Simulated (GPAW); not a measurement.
Crystal: Fe.

```
Fe
1.0
    -1.44300    1.44300    1.44300
     1.44300   -1.44300    1.44300
     1.44300    1.44300   -1.44300
Fe
1
Cartesian
  0.0000 0.0000 0.0000
```

Base run:

| Quantity | Value |
| --- | --- |
| Program | GPAW 26.7.0 |
| Functional | PBEsol |
| Potentials or basis | PAW data sets generated in the run's folder for this functional |
| Cutoff | 600 eV |
| Basis | pw |
| k mesh | 13 × 13 × 13 |
| Occupations | fermi-dirac, width 0.05 eV |
| Spin | collinear spin, ferromagnetic start |
| Starting moments | [3.0] μB |
| Hubbard terms | Fe d U = 6 eV |

Its results: pressure 18.9 GPa; net moment 3.10 μB per cell; site moments Fe +3.32 μB.

The run is repeated on the same cell with these changes: hubbard terms from Fe d U = 6 eV to Fe d U = 3 eV. What comes out?

Pressure 6.4 GPa; net moment 2.92 μB per cell; site moments Fe +3.06 μB.

Caveats: the U is typed as a test and isn't derived for this compound.
